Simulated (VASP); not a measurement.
# SnSe (Fm-3m) in VASP: a series of runs

The runs below take SnSe through single point, with r2SCAN.

Program: VASP 6.6.1. These are calculated values, not measurements. Logs are shortened: lines on timing, memory, paths and dates and some standing lists are left out, and cuts for length are marked.

## (1) The crystal as given

It takes space group Fm-3m (No. 225, cubic). The conventional cell has a = 6.020 Å, b = 6.020 Å, c = 6.020 Å, α = 90.00°, β = 90.00°, γ = 90.00°. Around Sn (site symmetry m-3m) lie 6 Se at 3.01 Å. Around Se (site symmetry m-3m) lie 6 Sn at 3.01 Å.

Measurements of this composition are mostly on another form, of space group No. 62.

## (2) Single point, r2SCAN

The input, INCAR:

```
SYSTEM = SnSe
  ADDGRID = .FALSE.
  ALGO = Normal
  EDIFF = 1E-7
  ENCUT = 350
  ISIF = 2
  ISMEAR = 0
  LASPH = .TRUE.
  LCHARG = .FALSE.
  LMIXTAU = .TRUE.
  LREAL = .FALSE.
  LWAVE = .FALSE.
  METAGGA = R2SCAN
  NBANDS = 17
  NELM = 100
  PREC = Accurate
  SIGMA = 0.05
```

The input, KPOINTS:

```
k-points
0
G
  6 6 6
  0 0 0
```

The input, POSCAR:

```
SnSe
1.0
    0.0000000000      3.0100000000      3.0100000000
    3.0100000000      0.0000000000      3.0100000000
    3.0100000000      3.0100000000      0.0000000000
Sn Se
1 1
Direct
    0.0000000000      0.0000000000      0.0000000000
    0.5000000000      0.5000000000      0.5000000000
```

Potentials or basis: VASP PAW PBE potentials, release 64 (Sn_d, Se).

Run with:

```bash
cat potpaw_PBE.64/Sn_d/POTCAR potpaw_PBE.64/Se/POTCAR > POTCAR
mpirun -np 1 vasp_std > vasp.out
```

OUTCAR:

```text
SYSTEM = SnSe
   EDIFF = 1E-7
   ENCUT = 350
   ISIF = 2
   ISMEAR = 0
   LASPH = .TRUE.
   LREAL = .FALSE.
   METAGGA = R2SCAN
   NELM = 100
   PREC = Accurate

 Found     16 irreducible k-points:

 Following reciprocal coordinates:
            Coordinates               Weight
  0.000000  0.000000  0.000000      1.000000
  0.166667  0.000000  0.000000      8.000000
  0.333333  0.000000  0.000000      8.000000
  0.500000  0.000000  0.000000      4.000000
  0.166667  0.166667  0.000000      6.000000
  0.333333  0.166667  0.000000     24.000000
   k-points           NKPTS =     16   k-points in BZ     NKDIM =     16   number of bands    NBANDS=     17
   number of dos      NEDOS =    301   number of ions     NIONS =      2
   total plane-waves  NPLWV =  21952
   dimension x,y,z NGX =    28 NGY =   28 NGZ =   28
   dimension x,y,z NGXF=    56 NGYF=   56 NGZF=   56
   ions per type =               1   1
   NGX,Y,Z   is equivalent  to a cutoff of  10.94, 10.94, 10.94 a.u.
   NGXF,Y,Z  is equivalent  to a cutoff of  21.87, 21.87, 21.87 a.u.
 SYSTEM =  SnSe
   PREC   = accura    normal or accurate (medium, high low for compatibility)
   ISTART =      0    job   : 0-new  1-cont  2-samecut
   ICHARG =      2    charge: 1-file 2-atom 10-const
   ISPIN  =      1    spin polarized calculation?
   LNONCOLLINEAR =      F non collinear calculations
   LSORBIT =      F    spin-orbit coupling
   LASPH  =      T    aspherical Exc in radial PAW
   ENCUT  =  350.0 eV  25.72 Ry    5.07 a.u.   6.49  6.49  6.49*2*pi/ulx,y,z
   NELM   =    100;   NELMIN=  2; NELMDL= -5     # of ELM steps
   EDIFF  = 0.1E-06   stopping-criterion for ELM
   LREAL  =      F    real-space projection
   EDIFFG = 0.1E-05   stopping-criterion for IOM
   NSW    =      0    number of steps for IOM
   IBRION =     -1    ionic relax: 0-MD 1-quasi-New 2-CG
   NFREE  =      0    steps in history (QN), initial steepest desc. (CG)
   ISIF   =      2    stress and relaxation
   ISYM   =      2    0-nonsym 1-usesym 2-fastsym
   POTIM  = 0.5000    time-step for ionic-motion
   TEBEG  =    0.0;   TEEND  =   0.0 temperature during run
   PSTRESS=    0.0 pullay stress
   NELECT =      20.0000    total number of electrons
   NUPDOWN=      -1.0000    fix difference up-down
   EMIN   =  10.00;   EMAX   =-10.00  energy-range for DOS
   EFERMI =   0.00;   METHOD = LEGACY
   ISMEAR =     0;   SIGMA  =   0.05  broadening in eV -4-tet -1-fermi 0-gaus
   EFERMI_NEDOS =   21; number of points for ismear=-14 and -15
   IALGO  =     38    algorithm
   IMIX   =      4    mixing-type and parameters
     AMIX     =   0.40;   BMIX     =  1.00
     AMIX_MAG =   1.60;   BMIX_MAG =  1.00
  volume/ion in A,a.u.               =      27.27       184.03
  Fermi-wavevector in a.u.,A,eV,Ry     =   1.171768  2.214321 18.681350  1.373040
  Thomas-Fermi vector in A             =   2.308207
   LORBIT       =      0    0 simple, 1 ext, 2 COOP (PROOUT), +10 PAW based schemes
   METAGGA = R2SCAN    functional components
   LHFCALC =     F    Hartree Fock is set to
   AEXX    =    0.0000 exact exchange contribution
   IVDW    =     0    specifies the selected vdW correction
   LEPSILON=     F    determine dielectric tensor
   LRPA    =     F    only Hartree local field effects (RPA)
 non-spin polarized calculation
 Gauss-broadening in eV      SIGMA  =   0.05
  energy-cutoff  :      350.00
  volume of cell :       54.54
 maximum number of plane-waves:       869
 NGX is ok and might be reduce to    28
   NGX = 13   NGY = 13   NGZ = 13

 number of electron      19.9999997 magnetization

 Free energy of the ion-electron system (eV)
  ---------------------------------------------------
  ext. energy  EPLUGINS =         0.00000000
  ---------------------------------------------------
  free energy    TOTEN  =       -39.88524097 eV

  energy without entropy =      -39.88524097  energy(sigma->0) =      -39.88524097

 E-fermi :   5.9165     XC(G=0): -10.1969

 val. band max:        5.7009665483   @ k =   0.5000   0.0000   0.0000
 cond. band min:       6.1547800395   @ k =   0.5000   0.0000   0.0000
 fundamental gap:      0.4538134911
 Fermi energy:         5.9164609422

 k-point     1 :       0.0000    0.0000    0.0000
  band No.  band energies     occupation
      1     -16.8423      2.00000
      2     -16.8423      2.00000
      3     -16.8394      2.00000
      4     -16.8394      2.00000
      5     -16.8394      2.00000
      6      -9.0328      2.00000
      7       0.4433      2.00000
      8       3.0552      2.00000
      9       3.0553      2.00000
     10       3.0553      2.00000
     11      10.0585      0.00000
     12      10.0586      0.00000
     13      10.0586      0.00000
     14      11.7445      0.00000
     15      11.7445      0.00000
     16      11.7445      0.00000
     17      14.0163      0.00000

 k-point     2 :       0.1667    0.0000    0.0000
  band No.  band energies     occupation
      1     -16.8436      2.00000
      2     -16.8436      2.00000
      3     -16.8384      2.00000
      4     -16.8359      2.00000
      5     -16.8359      2.00000
      6      -8.8343      2.00000
      7      -0.6387      2.00000
      8       3.0976      2.00000
      9       3.0976      2.00000
     10       3.9325      2.00000
     11       8.7359      0.00000
     12       8.8762      0.00000
     13       8.8763      0.00000
     14      11.7689      0.00000
     15      12.3907      0.00000
     16      12.3907      0.00000
     17      15.7823      0.00000

 k-point     3 :       0.3333    0.0000    0.0000
  band No.  band energies     occupation
      1     -16.8482      2.00000
      2     -16.8482      2.00000
      3     -16.8370      2.00000
      4     -16.8295      2.00000
      5     -16.8294      2.00000
      6      -8.3598      2.00000
      7      -2.1735      2.00000
      8       3.2265      2.00000
      9       3.2265      2.00000
     10       5.0080      2.00000
     11       7.1064      0.00000
     12       7.4235      0.00000
     13       7.4236      0.00000
     14      12.6894      0.00000
     15      14.0811      0.00000
     16      14.0811      0.00000
     17      17.9778      0.00000

 k-point     4 :       0.5000    0.0000    0.0000
  band No.  band energies     occupation
      1     -16.8503      2.00000
      2     -16.8502      2.00000
      3     -16.8362      2.00000
      4     -16.8258      2.00000
      5     -16.8257      2.00000
      6      -8.0620      2.00000
      7      -2.8722      2.00000
      8       3.3230      2.00000
      9       3.3230      2.00000
     10       5.7010      2.00000
     11       6.1548      0.00000
     12       6.8355      0.00000
     13       6.8356      0.00000
     14      14.2690      0.00000
     15      16.1120      0.00000
     16      16.1955      0.00000
     17      16.1956      0.00000

 k-point     5 :       0.1667    0.1667    0.0000
  band No.  band energies     occupation
      1     -16.8478      2.00000
      2     -16.8406      2.00000
      3     -16.8400      2.00000
      4     -16.8345      2.00000
      5     -16.8345      2.00000
      6      -8.7676      2.00000
      7      -0.6284      2.00000
      8       2.6319      2.00000
      9       2.6319      2.00000
     10       4.5401      2.00000
     11       7.2751      0.00000
     12       9.9852      0.00000
     13       9.9853      0.00000
     14      10.4605      0.00000
     15      13.4809      0.00000
     16      13.4809      0.00000
     17      14.3846      0.00000

 k-point     6 :       0.3333    0.1667    0.0000
  band No.  band energies     occupation
      1     -16.8538      2.00000
      2     -16.8416      2.00000
      3     -16.8399      2.00000
      4     -16.8304      2.00000
      5     -16.8284      2.00000
      6      -8.3808      2.00000
      7      -1.6351      2.00000
      8       2.4561      2.00000
      9       2.5088      2.00000
     10       4.1403      2.00000
     11       7.3550      0.00000
     12       9.1750      0.00000
     13       9.1814      0.00000
     14      10.8487      0.00000
     15      14.6566      0.00000
     16      15.0042      0.00000
     17      16.5950      0.00000

 [... further k-points ...]

------------------------ aborting loop because EDIFF is reached ----------------------------------------

  FORCE on cell =-STRESS in cart. coord.  units (eV):
  Direction    XX          YY          ZZ          XY          YZ          ZX
  --------------------------------------------------------------------------------------
  -------------------------------------------------------------------------------------
  Total       -0.2287527     -0.2287527     -0.2287527      0.0000000      0.0000000      0.0000000
  in kB       -6.7196601     -6.7196601     -6.7196601      0.0000000      0.0000000      0.0000000
  external PRESSURE =      -6.7196601 kB  Pullay stress =       0.0000000 kB

 VOLUME and BASIS-vectors are now :
 -----------------------------------------------------------------------------
  energy-cutoff  :      350.00
  volume of cell :       54.54
      direct lattice vectors                 reciprocal lattice vectors
     0.000000000  3.010000000  3.010000000    -0.166112957  0.166112957  0.166112957
     3.010000000  0.000000000  3.010000000     0.166112957 -0.166112957  0.166112957
     3.010000000  3.010000000  0.000000000     0.166112957  0.166112957 -0.166112957

 POSITION                                       TOTAL-FORCE (eV/Angst)
 -----------------------------------------------------------------------------------
      0.00000      0.00000      0.00000         0.000000     -0.000000     -0.000000
      3.01000      3.01000      3.01000         0.000000      0.000000      0.000000
 -----------------------------------------------------------------------------------
    total drift:                               -0.000000      0.000000      0.000000

  FREE ENERGIE OF THE ION-ELECTRON SYSTEM (eV)
  ---------------------------------------------------
  free  energy   TOTEN  =       -39.8852409715 eV

  energy  without entropy=      -39.8852409715  energy(sigma->0) =      -39.88524097
```

Run time: 51 s. Hardware: 1 thread of Intel Xeon Platinum 8488C (Sapphire Rapids), shared host; peak memory 0.15 GiB.

The run converged, but some of its settings lie outside the range that counts as converged, so its numbers aren't taken as properties of the crystal.

Results:

```yaml
Free_energy: -39.8852 eV
Pressure: -0.7 GPa
Band_gap_on_the_k_mesh: 0.45 eV, direct
```

Caveat: the PAW data sets were made with another functional, which shifts forces and pressure a little; spin-orbit coupling is left out, which moves the levels of the heavy elements.

## (3) Single point, r2SCAN

Changes to INCAR since step 2:

```diff
@@ -4,3 +4,3 @@
   EDIFF = 1E-7
-  ENCUT = 350
+  ENCUT = 400
   ISIF = 2
```

KPOINTS is that of step 2.

POSCAR is that of step 2.

Potentials or basis: VASP PAW PBE potentials, release 64 (Sn_d, Se).

Run with:

```bash
cat potpaw_PBE.64/Sn_d/POTCAR potpaw_PBE.64/Se/POTCAR > POTCAR
mpirun -np 1 vasp_std > vasp.out
```

It took 47 s on 1 thread of Intel Xeon Platinum 8488C (Sapphire Rapids), shared host; peak memory 0.16 GiB.

These settings aren't checked as converged: the numbers below hold their error.

What came out:

```
Free energy            : -39.8885 eV
Pressure               : -0.5 GPa
Band gap on the k mesh : 0.45 eV, direct
```

Caveat: the PAW data sets were made with another functional, which shifts forces and pressure a little; spin-orbit coupling is left out, which moves the levels of the heavy elements.

## (4) The reference run

An earlier run on the cell as given: functional PBEsol; potentials or basis VASP PAW PBE potentials, release 64 (Sn_d, Se); cutoff 520 eV; k mesh 8 × 8 × 8; occupations fermi-dirac, width 0.05 eV; no spin polarisation.

- Pressure: -1.9 GPa
- Band gap on the k mesh: 0.65 eV, direct
